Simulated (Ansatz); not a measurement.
## Molecular dynamics of WC

Input file:

```yaml
accuracy: low
crystal:
  lattice:
    - [-3.032537, -5.252509, 0.0]
    - [4.548806, -2.626254, 0.0]
    - [0.0, 0.0, 5.928456]
  atoms:
    - { symbol: W, position: [0.75, 0.5, 0.0] }
    - { symbol: C, position: [0.5, 0.6666667, 0.25] }
    - { symbol: W, position: [0.75, 0.5, 0.5] }
    - { symbol: C, position: [0.5, 0.6666667, 0.75] }
    - { symbol: W, position: [0.5, 0.0, 0.0] }
    - { symbol: C, position: [0.25, 0.1666667, 0.25] }
    - { symbol: W, position: [0.5, 0.0, 0.5] }
    - { symbol: C, position: [0.25, 0.1666667, 0.75] }
    - { symbol: W, position: [0.25, 0.5, 0.0] }
    - { symbol: C, position: [0.0, 0.6666667, 0.25] }
    - { symbol: W, position: [0.25, 0.5, 0.5] }
    - { symbol: C, position: [0.0, 0.6666667, 0.75] }
    - { symbol: W, position: [0.0, 0.0, 0.0] }
    - { symbol: C, position: [0.75, 0.1666667, 0.25] }
    - { symbol: W, position: [0.0, 0.0, 0.5] }
    - { symbol: C, position: [0.75, 0.1666667, 0.75] }
basis:
  ecutwfc: 420.0
kpoints:
  mp_grid: { grid: [2, 3, 2] }
hamiltonian:
  xc: pbe
  dispersion: d3bj
  pseudopotentials: { kind: paw, azcp: { folder: soft_1 } }
scf:
  occupations: { method: fermi_dirac, width: 0.17 }
  lower_state_search: "off"
md:
  timestep: 1
  n_steps: 250
  ensemble: nvt_langevin
  temperature: 2000.0
  initial_velocities: maxwell_boltzmann
  seed: 190663
  friction: 0.02
```

Command:

```bash
$ ansatz run input.yaml --threads 2 --pin off --max-ram 5120MiB --backend cpu --events-out ev --progress --plain --runs-dir out
```

It starts from a structure without forces on its atoms.

Output, in part (step lines):

```
md step     0: t =     0.00 fs  T =  1875.0 K  F+E_penalty+E_count = -85101.09249197 eV  E_kin = 3.877800 eV  (9 SCF iters)
[... lines left out ...]
```

The steps, from the saved trajectory:

```
time (fs)  T (K)  potential energy less start (eV)
        0   1875                             0.000
        8   1107                             0.874
       16    770                             2.119
       24   1079                             1.891
       32   1494                             1.688
       40   1140                             2.550
       48   1156                             3.015
       56   1479                             3.216
       64   1330                             3.559
       72   1319                             3.956
       80   1301                             3.999
       88   1391                             3.657
       96   1680                             3.037
      104   1464                             3.341
      112   1044                             4.045
      120   1861                             3.911
      128   2191                             4.003
      136   1809                             4.112
      144   2181                             3.706
      152   2223                             3.897
      160   2039                             4.080
      168   1701                             4.267
      176   1951                             4.493
      184   2127                             4.499
      192   2178                             4.597
      200   1796                             4.437
      208   2409                             4.419
      216   2353                             4.393
      224   2934                             4.196
      232   2058                             5.508
      240   1983                             5.152
      248   2531                             3.887
```

The run went to its last step. A run of 0.25 ps of so small a system gives no equilibrium averages. Limits of this set-up: coarse k mesh, low accuracy level.

Mean squared displacements from the first frame to the last, about the centre of mass: W 0.03 Å², C 0.04 Å².

Last frame:

```xyz
16
Lattice="-3.0325 -5.2525 0.0000 4.5488 -2.6263 0.0000 0.0000 0.0000 5.9285" Properties=species:S:1:pos:R:3
W 0.082 -4.784 0.009
C 1.482 -4.066 1.492
W 0.060 -5.081 3.011
C 1.705 -4.330 4.506
W -1.661 -2.547 0.017
C -0.112 -1.506 1.553
W -1.436 -2.376 3.088
C 0.103 -1.571 4.503
W 1.736 -2.325 -0.061
C 3.324 -1.789 1.431
W 1.519 -2.579 3.057
C 2.980 -1.581 4.225
W 0.160 0.111 0.030
C -1.445 -4.239 1.637
W 0.088 0.134 2.993
C -1.374 -4.250 4.520
```

Run time: 22 min on 2 threads of Arm Neoverse V1 (shared host), peak memory 0.69 GiB.
